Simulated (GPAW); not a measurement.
The system is AlN.

```
CELL_PARAMETERS angstrom
0.00000 2.18399 2.18399
2.18399 0.00000 2.18399
2.18399 2.18399 0.00000
ATOMIC_POSITIONS crystal
Al 0.00000 0.00000 0.00000
N 0.25000 0.25000 0.25000
```

Measurements of this composition are mostly on another form, of space group No. 186.

Base run:

```yaml
Program: GPAW 26.7.0
Functional: PBE
Potentials_or_basis: GPAW PAW data sets (gpaw-data 1.2.1)
Basis: fd
Grid_spacing: 0.2 Å
k_mesh: 10 × 10 × 10
Occupations: fermi-dirac, width 0.05 eV
Spin: no spin polarisation
```

Its results: band gap on the k mesh 3.36 eV, indirect (least direct gap 4.36 eV).

The run is repeated on the same cell with these changes: functional from PBE to MS2; basis from fd to pw. What comes out?

Band gap on the k mesh 3.64 eV, indirect (least direct gap 4.57 eV).

Several settings changed at once, so the effect can't be laid on one alone.
